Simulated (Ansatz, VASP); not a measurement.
Si2Mo: VASP beside Ansatz

File INCAR:

```
SYSTEM = Si2Mo
PREC     = Accurate       ! precision mode
ENCUT    = 600            ! plane-wave cutoff, eV
EDIFF    = 1E-6           ! SCF threshold, eV
ISMEAR   = -1             ! smearing method
SIGMA    = 0.05           ! smearing width, eV
LREAL    = .False.        ! projectors in reciprocal space
LASPH    = .True.         ! aspherical terms in the spheres
NELM     = 60             ! most SCF steps
ALGO     = Fast           ! electronic algorithm
ISIF     = 3              ! what is computed and relaxed
LWAVE    = .False.        ! write WAVECAR
LCHARG   = .False.        ! write CHGCAR
GGA      = PE             ! functional
IBRION   = 2              ! ionic algorithm
NSW      = 40             ! ionic steps
EDIFFG   = -0.01          ! ionic threshold
```

KPOINTS

```
regular mesh
0
Gamma
  5 5 3
  0 0 0
```

Contents of POSCAR:

```
Si2Mo
1.0
    4.5854715599      0.0000000000      0.0000000000
   -2.2927357800      3.9711348592      0.0000000000
    0.0000000000      0.0000000000      6.5797601000
Mo Si
3 6
Direct
    0.5000000000      0.5000000000      0.8333333333
    0.0000000000      0.5000000000      0.1666666667
    0.5000000000      0.0000000000      0.5000000000
    0.1638729800      0.3277459600      0.5000000000
    0.6722540400      0.8361270200      0.1666666667
    0.8361270200      0.1638729800      0.8333333333
    0.8361270200      0.6722540400      0.5000000000
    0.3277459600      0.1638729800      0.1666666667
    0.1638729800      0.8361270200      0.8333333333
```

File input.yaml:

```yaml
crystal:
  lattice:
    - [4.5854715599, 0.0, 0.0]
    - [-2.29273578, 3.9711348592, 0.0]
    - [0.0, 0.0, 6.5797601]
  atoms:
    - { symbol: Mo, position: [0.5, 0.5, 0.8333333333] }
    - { symbol: Mo, position: [0.0, 0.5, 0.1666666667] }
    - { symbol: Mo, position: [0.5, 0.0, 0.5] }
    - { symbol: Si, position: [0.16387298, 0.32774596, 0.5] }
    - { symbol: Si, position: [0.67225404, 0.83612702, 0.1666666667] }
    - { symbol: Si, position: [0.83612702, 0.16387298, 0.8333333333] }
    - { symbol: Si, position: [0.83612702, 0.67225404, 0.5] }
    - { symbol: Si, position: [0.32774596, 0.16387298, 0.1666666667] }
    - { symbol: Si, position: [0.16387298, 0.83612702, 0.8333333333] }
hamiltonian:
  xc: pbe
  pseudopotentials: { kind: paw }
kpoints:
  mp_grid: { grid: [5, 5, 3] }
scf:
  occupations: { method: fermi_dirac, width: 0.05 }
output:
  forces: true
  stress: true
  eigenvalues: true
relax:
  f_tol: 0.01
  max_steps: 40
  cell: { stress_tol: 0.05 }
```

Measurements of this composition are mostly on another form, of space group No. 139.

Alike in both runs: task relaxation of cell and atoms; functional PBE; k mesh 5 × 5 × 3; occupations fermi-dirac, width 0.05 eV; no spin polarisation.

```csv
,VASP,Ansatz
version,VASP 6.6.1,Ansatz 0.2.0
potentials or method,"VASP PAW PBE potentials, release 54 (Mo_sv, Si)",Ansatz PAW
plane-wave cutoff (eV),600,420
valence electrons in the cell,66,66
```

VASP gave:

| Quantity | Value |
| --- | --- |
| gap on the k mesh at the Fermi level, each at its own relaxed structure (eV) | 0.60 |
| relaxed volume (Å³/atom) | 13.53 |
| relaxed cell length with the largest relative difference (Å) | 4.614 |
| energy change over the relaxation (meV/atom) | -3 |

**Question.** Estimate Ansatz's values.

**Answer.** gap on the k mesh at the Fermi level, each at its own relaxed structure (eV): 0.60; relaxed volume (Å³/atom): 13.53; relaxed cell length with the largest relative difference (Å): 4.614; energy change over the relaxation (meV/atom): -2.

Caveats: an odd mesh through Γ misses points on the zone boundary, where band edges often lie (VASP); odd divisions of the mesh miss points on the zone boundary, where band edges often lie, so the gap on the mesh can be too wide (Ansatz); the plane-wave basis is chosen anew once the cell has moved, so the energies of steps on either side of that aren't comparable (Ansatz). A hybrid or GW would open this gap; PBE tends to underestimate it.
